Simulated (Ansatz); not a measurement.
Is this BaHfO₃ structure a true minimum?

It was relaxed at this level from a Materials Project cell.

The calculation used DFT PBE, scalar-relativistic, plane waves, PAW (Ansatz). Cutoff 420 eV; k points 6×6×6 on the computed 5-atom cell (Γ-centred); Gaussian smearing, width 0.02 eV; no spin polarisation.

The cell below (5 atoms, space group Pm-3m (No. 221)) is relaxed within its symmetry.

```
Ba Hf O
1.0
     4.20612    0.00000    0.00000
     0.00000    4.20612    0.00000
     0.00000    0.00000    4.20612
Ba Hf O
1 1 3
Cartesian
  2.1031 2.1031 2.1031
  0.0000 0.0000 0.0000
  0.0000 2.1031 0.0000
  2.1031 0.0000 0.0000
  0.0000 0.0000 2.1031
```

For the test a repeat of it with 10 atoms (edges 4.21, 4.21, 8.41 Å) was strained at random (σ = 1.5 % a component), the atoms were moved at random (σ = 0.05 Å), and all was relaxed again on a coarse 4×4×2 mesh (in the run’s order of axes) with 0.10 eV smearing, with no symmetry imposed.

Spin–orbit coupling, which can matter for Hf, is left out.

Task: Does it come back?

Result: It returns, within 1 meV/atom of the unmoved cell on that mesh and with the same symmetry when read at 0.1 Å. So it is stable against the distortions that fit this cell and that this random move excites. Modes that don't fit the cell aren't tested.
